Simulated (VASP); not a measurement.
## Hg: single point with RPBE

Crystal: Hg.

```
Hg
1.0
     4.92787    0.00000    0.00000
     0.00000    4.92787    0.00000
     0.00000    0.00000    4.92787
Hg
1
Direct
  0.00000 0.00000 0.00000
```

| Quantity | Value |
| --- | --- |
| Program | VASP 6.6.1 |
| Task | single point |
| Functional | RPBE |
| Potentials or basis | VASP PAW PBE potentials, release 64 (Hg) |
| Cutoff | 520 eV |
| k mesh | 7 × 7 × 7 |
| Occupations | fermi-dirac, width 0.1 eV |
| Spin | no spin polarisation |
| Dipole correction | no |
| Further INCAR settings | ALGO = Fast; EDIFF = 1e-06; NBANDS = 12 |

| Item | Value |
| --- | --- |
| Pressure | 0.0 GPa |
| Band gap on the k mesh | 3.97 eV, indirect (least direct gap 4.59 eV) |

Levels at points of the mesh, in eV from the valence-band top:
| k point | band 4 | band 5 | band 6 | band 7 | band 8 | band 9 |
| --- | --- | --- | --- | --- | --- | --- |
| (0.00, 0.00, 0.00) | -3.54 | -3.54 | -0.99 | 6.79 | 6.79 | 6.79 |

Run time: 8.5 s on 1 thread of AMD EPYC 9R45 96-Core Processor (Zen 5) (shared host), peak memory 0.2 GiB.

Caveat: the PAW data sets were made with another functional, which shifts forces and pressure a little; spin-orbit coupling is left out, which moves the levels of the heavy elements; an odd mesh through Γ misses points on the zone boundary, where band edges often lie.
